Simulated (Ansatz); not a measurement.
# CdTe (zincblende): equation of state and elastic constants, part 2 of 2

Aim: the bulk modulus of CdTe (zincblende) from energies at several volumes around the relaxed one, then the elastic tensor.

Ansatz 0.2.0; DFT r²SCAN, scalar-relativistic, plane waves, PAW.

## (8) Elastic constants, atoms relaxed

The input, input.yaml:

```yaml
crystal:
  lattice:
    - [0.0, 3.2787246853, 3.2787246853]
    - [3.2787246853, 0.0, 3.2787246853]
    - [3.2787246853, 3.2787246853, 0.0]
  atoms:
    - { symbol: Cd, position: [0.0, 0.0, 0.0] }
    - { symbol: Te, position: [0.25, 0.25, 0.25] }
basis:
  ecutwfc: 500
  ecutrho_ratio: 4
kpoints:
  mp_grid: { grid: [10, 10, 10] }
hamiltonian:
  xc: r2scan
scf:
  occupations: { method: gaussian, width: 0.05 }
output:
  forces: true
  stress: true
  eigenvalues: true
elastic:
  mode: relaxed_ion
  stencil: two_point
```

Started as:

```sh
ansatz run input.yaml --threads 4 --pin off --max-ram 7168MiB --backend cpu --events-out ev --progress --plain --runs-dir out
```

The program printed:

```text
Warning: RAYON_NUM_THREADS=4 ignored (pool sized by the plan → 4); use --threads N
Engine: ansatz 0.2.0, aarch64-unknown-linux-gnu
Pseudopotentials: kind: paw
Pseudopotential: Cd, paw, valence charge 20, recommended cutoff 500 eV (meta_gga), Cd.paw.azcp
Pseudopotential: Te, paw, valence charge 16, recommended cutoff 500 eV (meta_gga), Te.paw.azcp
Functional definition: r2SCAN
  parameter k0 = 0.174
  parameter k1 = 0.065
  parameter a1 = 4.9479
  exchange = r2scan_x(k0 = k0, k1 = k1, a1 = a1)
  correlation = r2scan_c
Crystal: 2 atoms, lattice volume = 70.493 Å³
Basis set: ecut = 500 eV, 1807 PW (Γ), exchange–correlation on 144×144×144 points (64 copies of the dense FFT grid, shifted against one another)
Bands: 22, of which v1, the nominal top of the filled ones, is band 18 counted from 1 (17 counted from 0)
Symmetry: 24 space group operations
Space group: F-43m (ITA 216), of the structure as read, at distance tolerance 4.1e-5 Å
k-points: 47 of 1000 (time reversal used)
Non-local potential: Cd, projectors of the file, l = 0: 3, l = 1: 2, l = 2: 2, l = 3: 1
Non-local potential: Te, projectors of the file, l = 0: 2, l = 1: 2, l = 2: 2, l = 3: 2
PAW form: soft (Blöchl's): semilocal exchange-correlation on the pseudo side does not see the compensation charge
PAW frozen core: Cd, regenerated for the run's functional (the file was generated under x = pbe(κ = 0.804, μ = 0.2195149727645171), c = pbe(β = 0.06672455060314922))
PAW frozen core: Te, regenerated for the run's functional (the file was generated under x = pbe(κ = 0.804, μ = 0.2195149727645171), c = pbe(β = 0.06672455060314922))
PAW one-centre angular grid: Cd, 590 points (default); XC on 160 Gauss nodes
PAW one-centre angular grid: Te, 590 points (default); XC on 160 Gauss nodes
Initial density: superposition of atomic densities (neutral atoms: chi_scale 0, normalization atom), corrected by the library's trained network
Initial wavefunctions: pseudopotential atomic-orbital guess
Functional: x = r2scan, c = r2scan; τ floored in thin density (d = 2e-4 eV/Å³)
SCF iter   1: F=—  HF=-15264.134396 eV  |F-HF|=—  |Δ(HF+E_count)|=         —  Δρ=4.38e-3  dr2=8.49e-3  dr2_τ=1.07e-2  ethr=1.77e-3  ⟨swp⟩=6.1  Hψ=4924  notcnv=0
preconditioner: auto → none  [insulator: Δε(μ)=1.119 eV  Ē_g=11.923 eV  σ=0.050 eV  W_gap=1.00  n_scr=14 (ndim 8)  ℏωp=18.8 eV  f_vac=0.200  D(μ)=0.00/eV (n_scr^D=0)  ε∞_Penn≈3.5]
SCF iter   2: F=—  HF=-15264.139974 eV  |F-HF|=—  |Δ(HF+E_count)|=   5.58e-3  Δρ=2.22e-3  dr2=1.49e-3  dr2_τ=3.29e-4  ethr=2.36e-5  ⟨swp⟩=2.7  Hψ=2371  notcnv=0
SCF iter   3: F=—  HF=-15264.140570 eV  |F-HF|=—  |Δ(HF+E_count)|=   5.96e-4  Δρ=1.02e-3  dr2=3.54e-4  dr2_τ=4.41e-5  ethr=4.14e-6  ⟨swp⟩=2.0  Hψ=1406  notcnv=0
SCF iter   4: F=—  HF=-15264.140753 eV  |F-HF|=—  |Δ(HF+E_count)|=   1.83e-4  Δρ=9.98e-5  dr2=5.73e-6  dr2_τ=3.71e-7  ethr=9.85e-7  ⟨swp⟩=2.0  Hψ=1880  notcnv=0
SCF iter   5: F=—  HF=-15264.140733 eV  |F-HF|=—  |Δ(HF+E_count)|=   2.03e-5  Δρ=2.71e-5  dr2=2.32e-7  dr2_τ=1.90e-8  ethr=1.59e-8  ⟨swp⟩=2.0  Hψ=1824  notcnv=0
SCF iter   6: F=—  HF=-15264.140714 eV  |F-HF|=—  |Δ(HF+E_count)|=   1.89e-5  Δρ=5.67e-6  dr2=7.98e-9  dr2_τ=1.00e-9  ethr=6.44e-10  ⟨swp⟩=2.9  Hψ=1919  notcnv=0
SCF iter   7: F=—  HF=-15264.140714 eV  |F-HF|=—  |Δ(HF+E_count)|=   7.04e-9  Δρ=4.14e-7  dr2=6.06e-11  dr2_τ=7.30e-12  ethr=2.22e-11  ⟨swp⟩=2.0  Hψ=1457  notcnv=0
SCF iter   8: F=—  HF=-15264.140714 eV  |F-HF|=—  |Δ(HF+E_count)|=  5.82e-11  Δρ=4.74e-8  dr2=9.10e-13  dr2_τ=2.23e-13  ethr=1.68e-13 (applied; sched 1.00e-12)  ⟨swp⟩=2.0  Hψ=1880  notcnv=0
SCF iter   9: F=-15264.140714 eV  HF=-15264.140714 eV  |F-HF|=3.64e-12  |Δ(HF+E_count)|=  7.28e-12  Δρ=6.27e-9  dr2=2.43e-14  dr2_τ=2.12e-15  ethr=1.00e-12  ⟨swp⟩=5.2  Hψ=3798  notcnv=0
SCF 1 converged in 9 iterations: F = -15264.140714 eV  dr2 = 2.43e-14
Initial density: handed on by an earlier stage of this run
Initial wavefunctions: those handed on with the density
iter 1 solved again at ethr=1.00e-12 eV; its pass at ethr=3.10e-3 eV (dr2=2.39e-14 eV) is discarded
SCF iter   1: F=—  HF=-15264.140714 eV  |F-HF|=—  |Δ(HF+E_count)|=         —  Δρ=6.31e-9  dr2=2.48e-14  dr2_τ=2.13e-15  ethr=1.00e-12  ⟨swp⟩=2.0  Hψ=5488  notcnv=0
preconditioner: auto → none  [insulator: Δε(μ)=1.166 eV  Ē_g=11.883 eV  σ=0.050 eV  W_gap=1.00  n_scr=14 (ndim 8)  ℏωp=18.8 eV  f_vac=0.198  D(μ)=0.00/eV (n_scr^D=0)  ε∞_Penn≈3.5]
SCF iter   2: F=-15264.140714 eV  HF=-15264.140714 eV  |F-HF|=1.82e-12  |Δ(HF+E_count)|=    0.00e0  Δρ=1.95e-9  dr2=3.42e-15  dr2_τ=1.21e-16  ethr=1.00e-12  ⟨swp⟩=5.0  Hψ=3786  notcnv=0
SCF 2 converged in 2 iterations: F = -15264.140714 eV  dr2 = 3.42e-15
Crystal: 2 atoms, lattice volume = 70.352 Å³
Symmetry: 8 space group operations
k-points: 102 of 1000 (time reversal used)
iter 1 solved again at ethr=2.49e-8 eV; its pass at ethr=3.10e-3 eV (dr2=8.95e-6 eV) is discarded
SCF iter   1: F=—  HF=-15264.140456 eV  |F-HF|=—  |Δ(HF+E_count)|=         —  Δρ=1.08e-4  dr2=7.92e-6  dr2_τ=1.85e-4  ethr=2.49e-8  ⟨swp⟩=3.0  Hψ=13026  notcnv=0
preconditioner: auto → none  [insulator: Δε(μ)=1.164 eV  Ē_g=11.892 eV  σ=0.050 eV  W_gap=1.00  n_scr=14 (ndim 8)  ℏωp=18.8 eV  f_vac=0.197  D(μ)=0.00/eV (n_scr^D=0)  ε∞_Penn≈3.5]
SCF iter   2: F=—  HF=-15264.140691 eV  |F-HF|=—  |Δ(HF+E_count)|=   2.35e-4  Δρ=5.96e-5  dr2=3.31e-6  dr2_τ=1.54e-7  ethr=2.20e-8  ⟨swp⟩=2.8  Hψ=4228  notcnv=0
SCF iter   3: F=—  HF=-15264.140662 eV  |F-HF|=—  |Δ(HF+E_count)|=   2.96e-5  Δρ=3.42e-5  dr2=8.65e-7  dr2_τ=3.24e-8  ethr=9.20e-9  ⟨swp⟩=2.0  Hψ=2517  notcnv=0
SCF iter   4: F=—  HF=-15264.140662 eV  |F-HF|=—  |Δ(HF+E_count)|=   4.16e-7  Δρ=7.50e-6  dr2=2.30e-8  dr2_τ=1.04e-9  ethr=2.40e-9  ⟨swp⟩=2.0  Hψ=3978  notcnv=0
SCF iter   5: F=—  HF=-15264.140662 eV  |F-HF|=—  |Δ(HF+E_count)|=  5.06e-10  Δρ=3.25e-6  dr2=1.22e-8  dr2_τ=1.45e-10  ethr=6.40e-11  ⟨swp⟩=2.0  Hψ=3672  notcnv=0
SCF iter   6: F=—  HF=-15264.140662 eV  |F-HF|=—  |Δ(HF+E_count)|=   1.93e-9  Δρ=2.32e-6  dr2=2.79e-9  dr2_τ=3.04e-11  ethr=3.38e-11  ⟨swp⟩=2.0  Hψ=2813  notcnv=0
SCF iter   7: F=—  HF=-15264.140662 eV  |F-HF|=—  |Δ(HF+E_count)|=  4.78e-10  Δρ=7.40e-7  dr2=3.51e-10  dr2_τ=5.94e-12  ethr=7.76e-12  ⟨swp⟩=2.0  Hψ=2848  notcnv=0
SCF iter   8: F=—  HF=-15264.140662 eV  |F-HF|=—  |Δ(HF+E_count)|=  1.09e-11  Δρ=4.93e-8  dr2=1.21e-12  dr2_τ=3.56e-14  ethr=9.76e-13 (applied; sched 1.00e-12)  ⟨swp⟩=2.0  Hψ=4075  notcnv=0
SCF iter   9: F=-15264.140662 eV  HF=-15264.140662 eV  |F-HF|=0.00e0  |Δ(HF+E_count)|=  7.28e-12  Δρ=4.74e-9  dr2=9.78e-15  dr2_τ=1.13e-15  ethr=1.00e-12  ⟨swp⟩=3.4  Hψ=9720  notcnv=0
SCF 3 converged in 9 iterations: F = -15264.140662 eV  dr2 = 9.78e-15
Crystal: 2 atoms, lattice volume = 70.634 Å³
iter 1 solved again at ethr=3.55e-12 eV; its pass at ethr=3.10e-3 eV (dr2=1.28e-9 eV) is discarded
SCF iter   1: F=—  HF=-15264.140666 eV  |F-HF|=—  |Δ(HF+E_count)|=         —  Δρ=6.47e-6  dr2=1.21e-9  dr2_τ=5.45e-9  ethr=3.55e-12  ⟨swp⟩=3.2  Hψ=13482  notcnv=0
preconditioner: auto → none  [insulator: Δε(μ)=1.157 eV  Ē_g=11.874 eV  σ=0.050 eV  W_gap=1.00  n_scr=14 (ndim 8)  ℏωp=18.7 eV  f_vac=0.198  D(μ)=0.00/eV (n_scr^D=0)  ε∞_Penn≈3.5]
SCF iter   2: F=—  HF=-15264.140666 eV  |F-HF|=—  |Δ(HF+E_count)|=   2.39e-7  Δρ=3.22e-6  dr2=3.90e-10  dr2_τ=2.33e-9  ethr=3.36e-12  ⟨swp⟩=2.6  Hψ=4177  notcnv=0
SCF iter   3: F=—  HF=-15264.140666 eV  |F-HF|=—  |Δ(HF+E_count)|=   3.68e-9  Δρ=1.80e-6  dr2=6.98e-11  dr2_τ=7.24e-10  ethr=1.08e-12  ⟨swp⟩=2.0  Hψ=3162  notcnv=0
SCF iter   4: F=—  HF=-15264.140666 eV  |F-HF|=—  |Δ(HF+E_count)|=  4.00e-11  Δρ=1.52e-7  dr2=3.43e-12  dr2_τ=3.63e-12  ethr=1.94e-13 (applied; sched 1.00e-12)  ⟨swp⟩=2.2  Hψ=3795  notcnv=0
SCF iter   5: F=—  HF=-15264.140666 eV  |F-HF|=—  |Δ(HF+E_count)|=  3.27e-11  Δρ=3.16e-8  dr2=1.05e-12  dr2_τ=5.74e-14  ethr=9.54e-15 (applied; sched 1.00e-12)  ⟨swp⟩=2.0  Hψ=3978  notcnv=0
SCF iter   6: F=—  HF=-15264.140666 eV  |F-HF|=—  |Δ(HF+E_count)|=    0.00e0  Δρ=1.36e-8  dr2=1.06e-13  dr2_τ=3.38e-15  ethr=2.91e-15 (applied; sched 1.00e-12)  ⟨swp⟩=2.0  Hψ=3070  notcnv=0
SCF iter   7: F=-15264.140666 eV  HF=-15264.140666 eV  |F-HF|=0.00e0  |Δ(HF+E_count)|=    0.00e0  Δρ=2.02e-9  dr2=9.56e-16  dr2_τ=4.51e-16  ethr=1.00e-12  ⟨swp⟩=4.6  Hψ=7327  notcnv=0
SCF 4 converged in 7 iterations: F = -15264.140666 eV  dr2 = 9.56e-16
Symmetry: 4 space group operations
k-points: 171 of 1000 (time reversal used)
Initial wavefunctions: pseudopotential atomic-orbital guess (no wavefunctions were taken with the density)
iter 1 solved again at ethr=5.35e-6 eV; its pass at ethr=3.10e-3 eV (dr2=1.93e-3 eV) is discarded
SCF iter   1: F=—  HF=-15264.141394 eV  |F-HF|=—  |Δ(HF+E_count)|=         —  Δρ=2.12e-3  dr2=1.91e-3  dr2_τ=1.10e-4  ethr=5.35e-6  ⟨swp⟩=2.6  Hψ=24433  notcnv=0
preconditioner: auto → none  [insulator: Δε(μ)=1.154 eV  Ē_g=11.883 eV  σ=0.050 eV  W_gap=1.00  n_scr=14 (ndim 8)  ℏωp=18.8 eV  f_vac=0.198  D(μ)=0.00/eV (n_scr^D=0)  ε∞_Penn≈3.5]
SCF iter   2: F=—  HF=-15264.140720 eV  |F-HF|=—  |Δ(HF+E_count)|=   6.75e-4  Δρ=8.84e-4  dr2=2.46e-4  dr2_τ=6.95e-6  ethr=5.31e-6  ⟨swp⟩=2.9  Hψ=6557  notcnv=0
SCF iter   3: F=—  HF=-15264.140698 eV  |F-HF|=—  |Δ(HF+E_count)|=   2.20e-5  Δρ=1.49e-4  dr2=1.01e-5  dr2_τ=1.65e-6  ethr=6.83e-7  ⟨swp⟩=2.0  Hψ=6732  notcnv=0
SCF iter   4: F=—  HF=-15264.140689 eV  |F-HF|=—  |Δ(HF+E_count)|=   8.51e-6  Δρ=3.39e-5  dr2=2.90e-7  dr2_τ=2.16e-8  ethr=2.81e-8  ⟨swp⟩=2.0  Hψ=6156  notcnv=0
SCF iter   5: F=—  HF=-15264.140679 eV  |F-HF|=—  |Δ(HF+E_count)|=   9.81e-6  Δρ=6.53e-6  dr2=2.09e-8  dr2_τ=2.85e-9  ethr=8.06e-10  ⟨swp⟩=2.0  Hψ=6840  notcnv=0
SCF iter   6: F=—  HF=-15264.140679 eV  |F-HF|=—  |Δ(HF+E_count)|=   6.12e-9  Δρ=1.22e-6  dr2=8.48e-10  dr2_τ=9.26e-11  ethr=5.81e-11  ⟨swp⟩=2.0  Hψ=6156  notcnv=0
SCF iter   7: F=—  HF=-15264.140679 eV  |F-HF|=—  |Δ(HF+E_count)|=  4.49e-10  Δρ=5.22e-7  dr2=1.78e-10  dr2_τ=7.91e-12  ethr=2.36e-12  ⟨swp⟩=2.0  Hψ=6665  notcnv=0
SCF iter   8: F=—  HF=-15264.140679 eV  |F-HF|=—  |Δ(HF+E_count)|=  4.00e-11  Δρ=1.15e-7  dr2=5.91e-12  dr2_τ=6.66e-13  ethr=4.96e-13 (applied; sched 1.00e-12)  ⟨swp⟩=2.1  Hψ=6676  notcnv=0
SCF iter   9: F=—  HF=-15264.140679 eV  |F-HF|=—  |Δ(HF+E_count)|=  3.64e-12  Δρ=2.46e-8  dr2=2.13e-13  dr2_τ=1.91e-14  ethr=1.64e-14 (applied; sched 1.00e-12)  ⟨swp⟩=2.0  Hψ=5307  notcnv=0
SCF iter  10: F=-15264.140679 eV  HF=-15264.140679 eV  |F-HF|=0.00e0  |Δ(HF+E_count)|=    0.00e0  Δρ=3.86e-9  dr2=8.43e-15  dr2_τ=4.89e-16  ethr=1.00e-12  ⟨swp⟩=5.0  Hψ=13155  notcnv=0
SCF 5 converged in 10 iterations: F = -15264.140679 eV  dr2 = 8.43e-15
relax step   1: F+E_penalty+E_count = -15264.14067926 eV  Δ(F+E_penalty+E_count) = +0.000e0 eV  max|allowed force component| = 1.060e-2 eV/Å  Δτ_max = 0.0000 Å  (10 SCF iters, accepted)
[... 13 lines left out ...]
relax step   2: F+E_penalty+E_count = -15264.14069117 eV  Δ(F+E_penalty+E_count) = -1.190e-5 eV  max|allowed force component| = 3.930e-3 eV/Å  Δτ_max = 0.0018 Å  (10 SCF iters, accepted)
[... 10 lines left out ...]
relax step   3: F+E_penalty+E_count = -15264.14069306 eV  Δ(F+E_penalty+E_count) = -1.896e-6 eV  max|allowed force component| = 3.997e-8 eV/Å  Δτ_max = 0.0005 Å  (8 SCF iters, accepted)
[... 16 lines left out ...]
relax step   1: F+E_penalty+E_count = -15264.14067926 eV  Δ(F+E_penalty+E_count) = +0.000e0 eV  max|allowed force component| = 1.060e-2 eV/Å  Δτ_max = 0.0000 Å  (10 SCF iters, accepted)
[... 12 lines left out ...]
relax step   2: F+E_penalty+E_count = -15264.14069306 eV  Δ(F+E_penalty+E_count) = -1.380e-5 eV  max|allowed force component| = 1.712e-7 eV/Å  Δτ_max = 0.0013 Å  (10 SCF iters, accepted)
iter 1 solved again at ethr=1.00e-12 eV; its pass at ethr=3.10e-3 eV (dr2=2.67e-15 eV) is discarded
SCF iter   1: F=—  HF=-15264.140693 eV  |F-HF|=—  |Δ(HF+E_count)|=         —  Δρ=1.17e-9  dr2=5.68e-16  dr2_τ=1.15e-16  ethr=1.00e-12  ⟨swp⟩=2.0  Hψ=19686  notcnv=0
SCF iter   2: F=-15264.140693 eV  HF=-15264.140693 eV  |F-HF|=1.82e-12  |Δ(HF+E_count)|=  3.64e-12  Δρ=5.91e-10  dr2=1.05e-16  dr2_τ=1.56e-17  ethr=1.00e-12  ⟨swp⟩=5.0  Hψ=13306  notcnv=0
SCF 11 converged in 2 iterations: F = -15264.140693 eV  dr2 = 1.05e-16
SCF converged after 2 iterations
Free energy (F): -15264.140714 eV
Harris-Foulkes:  -15264.140714 eV  (|F-HF|=1.82e-12)
Internal energy: -15264.140714 eV  (E = F + TS)
E sigma→0 (E₀):  -15264.140714 eV
Fermi energy:    7.302347 eV
--- Per-component energies (eV) ---
  E_band       = -841.669382
  E_kinetic    = 685.243918
  E_local      = -5498.071897  (includes V_loc(G=0)·N_el)
  E_nonlocal   = -275.680335
  E_hartree    = 2766.687625
  E_xc         = -283.212826
  E_vxc        = -357.270235  (∫ρ·V_xc dr)
  E_paw        = -8793.007488  (= ΣΔE_a)
  E_vpaw       = -953.489959  (= ΣTr[D̂ρ^β])
  E_aug_tail   = -0.000032  (compensation charges beyond the density's cutoff)
  E_vtau       = 24.223906  (kinetic-family band-sum trace: ∫τ·v_τ [+ j·A + Jᵃ·Aᵃ] dr)
  E_ewald      = -3865.819764
  E_core_change = -0.279915  (= ΣΔE_core)
  E_smearing   = -0.000000  (= −TS)
  E_closure    = 0.000000  (closes the sum)
  Σ components = -15264.140714   (vs F -15264.140714, Δ=0.00e0)
--- Forces (eV/Å), atoms counted from 1 ---
  atom   1  Cd     0.00000000    -0.00000000    -0.00000000
  atom   2  Te    -0.00000000     0.00000000    -0.00000000
  max |Σ_I F_I| component: 8.10e-17 eV/Å
--- Stress (GPa, compression-positive) ---
        0.002811      -0.000000      -0.000000
        0.000000       0.002811       0.000000
       -0.000000       0.000000       0.002811
  P = ⅓ Tr σ = 0.0028 GPa (0.028 kbar)
--- Band table (eV; the first three rows and the last of 47) ---
  k-point 0: bands = ["-98.1425", "-58.2947", "-58.2947", "-58.2947", "-29.9735", "-29.9735", "-29.9735", "-29.9634", "-29.9634", "-4.5982", "-1.7592", "-1.7592", "-1.7592", "-1.5065", "-1.5065", "6.7182", "6.7182", "6.7182", "7.8841", "11.7955", "11.7955", "11.7955"]
  k-point 1: bands = ["-98.1425", "-58.2947", "-58.2947", "-58.2947", "-29.9735", "-29.9734", "-29.9734", "-29.9634", "-29.9634", "-4.5621", "-1.7523", "-1.7523", "-1.7287", "-1.5070", "-1.5070", "5.8976", "6.6337", "6.6337", "8.5131", "11.7178", "11.9341", "11.9341"]
  k-point 2: bands = ["-98.1425", "-58.2947", "-58.2947", "-58.2947", "-29.9735", "-29.9734", "-29.9734", "-29.9634", "-29.9634", "-4.4675", "-1.7350", "-1.7350", "-1.6309", "-1.5072", "-1.5072", "4.6885", "6.4303", "6.4303", "9.0254", "12.0201", "12.2191", "12.2191"]
  k-point 46: bands = ["-98.1425", "-58.2947", "-58.2947", "-58.2947", "-29.9736", "-29.9732", "-29.9729", "-29.9634", "-29.9631", "-4.1143", "-1.6375", "-1.6331", "-1.5405", "-1.4998", "-0.9493", "2.6731", "4.5216", "4.6571", "11.0399", "11.2587", "13.2815", "13.7268"]
--- Elastic constants: 2 strain directions × 2 members + reference (group order 24) ---
  dense FFT box of the reference and of every strained cell: 36×36×36
  strains applied: 11, 23; error gains: componentwise 1.00 (the most a stress slope's error grows in a printed constant), spectral 1.73 (1 for all six strains in a standard setting)
  C = ∂σ_k/∂η_j (tension-positive GPa; Voigt order 11 22 33 23 13 12):
        51.553     34.705     34.705      0.000      0.000     -0.000
        34.705     51.553     34.705      0.000      0.000     -0.000
        34.705     34.705     51.553      0.000      0.000      0.000
         0.000     -0.000     -0.000     19.854     -0.000     -0.000
        -0.000     -0.000     -0.000     -0.000     19.854      0.000
         0.000     -0.000     -0.000     -0.000      0.000     19.854
  reference stress σ⁰ (GPa):     -0.003     -0.003     -0.003     -0.000      0.000      0.000
  C* (energy form; C + prestress term) asymmetry max|C*_kj − C*_jk| = 1.421e-14 GPa — a small one proves nothing (zero by symmetry where the batch's group is 432, −43m or m−3m); a large one is finite-difference/SCF noise where every solve meets its electron count
  moduli (Voigt/Reuss/Hill, GPa): K = 40.32/40.32/40.32   G = 15.28/12.87/14.08   E = 37.83   ν = 0.344
  mechanically stable: yes (min eigenvalue of sym C = 16.85 GPa)
  strain η (Voigt 11):  stress-route row diagonal C_11 = 51.55 GPa, energy-path curvature d²(F+E_count+ΔE)/dδ²/Ω₀ = 51.55 GPa
         δ    σ_11 (GPa)             F (eV)   n_scf  n_hpsi   n_pw
    -2.000e-3      -0.1061      -15264.1406621       9   47756   1816   relax 0 steps, max|allowed force component| 3.47e-17 eV/Å
     2.000e-3       0.1001      -15264.1406662       7   39868   1824   relax 0 steps, max|allowed force component| 6.77e-17 eV/Å
  strain η (Voigt 23):  stress-route row diagonal C_44 = 19.85 GPa, energy-path curvature d²(F+E_count+ΔE)/dδ²/Ω₀ = 19.86 GPa
         δ    σ_23 (GPa)             F (eV)   n_scf  n_hpsi   n_pw
    -2.000e-3      -0.0397      -15264.1406931       2   34731   1816   relax 3 steps, max|allowed force component| 4.00e-8 eV/Å
     2.000e-3       0.0397      -15264.1406931       2   34448   1816   relax 2 steps, max|allowed force component| 1.71e-7 eV/Å
```

Run time: 2.2 min. Hardware: 4 threads of Arm Neoverse V1, shared host; peak memory 0.83 GiB.

This gives: volume 35.246 Å³/atom, pressure 0.00 GPa, gap on the mesh 1.17 eV.

The elastic tensor (GPa, Voigt order xx, yy, zz, yz, xz, xy, in the frame of the lattice vectors):

```
51.6 34.7 34.7  0.0  0.0  0.0
34.7 51.6 34.7  0.0  0.0  0.0
34.7 34.7 51.6  0.0  0.0  0.0
 0.0  0.0  0.0 19.9  0.0  0.0
 0.0  0.0  0.0  0.0 19.9  0.0
 0.0  0.0  0.0  0.0  0.0 19.9
```

| modulus (GPa) | Voigt | Reuss | Hill |
| --- | --- | --- | --- |
| bulk | 40.3 | 40.3 | 40.3 |
| shear | 15.3 | 12.9 | 14.1 |

Young's modulus along Cartesian directions: [100] 24, [010] 24, [001] 24, [110] 40, [101] 40, [011] 40, [111] 51 GPa.

## (9) Outcome

This closing draws on all 2 parts.

| quantity | value |
| --- | --- |
| V0 | 35.249 Å³/atom |
| B0 | 40 GPa |
| B0′ | 4.7 |
| scatter of the fit | 0.002 meV/atom |
| C11, C12, C44 | 52, 35, 20 GPa |
| K, G, E (Hill) | 40, 14, 38 GPa |
| Poisson's ratio | 0.34 |

What this shows: The fitted minimum lies at 35.25 Å³/atom, and the bulk modulus is 40 GPa. One per cent of compression takes about 0.40 GPa. A measured bulk modulus of CdTe is 42 GPa (powder; quoted in “Multiscale insight into the Cd1-xZnxTe vibrational-mechanical properties -- High-pressure experiments and ab initio calculations”, 2023, arxiv:2306.14539); the calculated 40 GPa misses it by -4.0 %. The gap on the mesh shrinks from 1.30 to 0.95 eV as the cell expands over this range. All eigenvalues of the tensor are positive, so the cell is mechanically stable. K/G = 2.86 lies over Pugh's 1.75, an empirical mark of ductile behaviour drawn from metals, and the universal anisotropy index of 0.94 is moderate. The bulk moduli from the tensor and from the fit agree within 1 %. These are values at 0 K without zero-point motion.

Spin-orbit coupling is left out, though the cell holds Te; it can move the gap.
